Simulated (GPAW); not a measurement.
Runs of GPAW 26.7.0 on MgS (Niningerite). Symmetry: Fm-3m, No. 225, cubic system. Conventional cell: a = 5.203 Å, b = 5.203 Å, c = 5.203 Å, α = 90.00°, β = 90.00°, γ = 90.00°. S (site symmetry m-3m) has 6 Mg at 2.60 Å as nearest neighbours. Around Mg (site symmetry m-3m) lie 6 S at 2.60 Å. 

| task | level | potentials or basis | smearing | band path | band points | gap on the mesh (eV) | pressure (GPa) |
| --- | --- | --- | --- | --- | --- | --- | --- |
| single point | PBEsol | PAW data sets generated in the run's folder for this functional, pw | gaussian 0.02 eV | - | - | 2.84 | -0.9 |
| band structure | PBEsol+D3(BJ) | PAW data sets generated in the run's folder for this functional, pw | gaussian 0.1 eV | GXWKGLUWLK,UX | 80 | 2.84 | (b) |
| single point | RPBE | the program's PAW data sets (release 1.2.1) made for this functional, pw | gaussian 0.1 eV | - | - | 3.07 | 3.2 |
| band structure | revPBE | the program's PAW data sets (release 1.2.1) made for this functional, pw | fermi-dirac 0.05 eV | GXWKGLUWLK,UX | 100 | (a) | 2.8 |
| band structure | RPBE+D3(BJ) | the program's PAW data sets (release 1.2.1) made for this functional, pw | gaussian 0.1 eV | GXWKGLUWLK,UX | 100 | 3.07 | -13.4 |

Alike in all rows: no spin polarisation; cell as given; k mesh 9 × 9 × 9; cutoff (eV) 800.

Question: Estimate the missing entries.

Answer: (a) 3.05; (b) -3.7.

Caveats: the mesh misses the band edges, which the band path finds closer together (some runs); an odd mesh through Γ misses points on the zone boundary, where band edges often lie (some runs).
